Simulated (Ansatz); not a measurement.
The system is MnO2.

```
Mn O
1.0
     1.42843    0.82471    4.58393
    -1.42843    0.82471    4.58393
     0.00000   -1.64941    4.58393
Mn O
1 2
Direct
  0.00000 0.00000 0.00000
  0.73564 0.73564 0.73564
  0.26436 0.26436 0.26436
```

Measurements of this composition are mostly on another form, of space group No. 136.

| Quantity | Value |
| --- | --- |
| Program | Ansatz 0.2.0 |
| Task | relaxation of cell and atoms |
| Functional | PBEsol |
| Dispersion | D3(BJ)-ATM |
| Potentials or basis | Ansatz PAW |
| Cutoff | 420 eV (not typed: the program's choice for these potentials) |
| k mesh | 11 × 11 × 11 |
| Occupations | fermi-dirac, width 0.05 eV |
| Spin | collinear spin, ferromagnetic start |
| Starting moments | [4.0, 0.0, 0.0] μB |

At the start: volume 10.80 Å³/atom.

Where does the relaxation end?

It ends after 8 steps and the volume is 10.45 Å³/atom (-3.2 %); space group R-3m (No. 166, to 0.05 Å); moment 3.00 μB per cell.

The path:
```csv
step,energy change (eV),largest force (eV/Å),volume (Å³)
1,0.0000,0.1595,32.40
2,-0.0090,0.1130,31.72
3,-0.0109,0.0013,31.54
4,-0.0071,0.0017,31.54
5,-0.0079,0.0028,31.40
6,-0.0072,0.0031,31.40
7,-0.0074,0.0013,31.35
8,-0.0072,0.0013,31.35
```

Final structure:
```xyz
3
Lattice="1.4183 0.8188 4.4995 -1.4183 0.8188 4.4995 0.0000 -1.6377 4.4995" Properties=species:S:1:pos:R:3 pbc="T T T"
Mn    0.0000    0.0000    0.0000
O     0.0000    0.0000    9.9476
O     0.0000    0.0000    3.5510
```

Caveat: the plane-wave basis is chosen anew once the cell has moved, so the energies of steps on either side of that aren't comparable; the pressure holds a Pulay correction of +0.8 GPa for the finite cutoff; a cell with one magnetic atom can't hold antiferromagnetic order, which such compounds often take; the PAW data sets come from PBE, with cores solved anew for the run's functional, which leaves a small shift of forces and pressure.
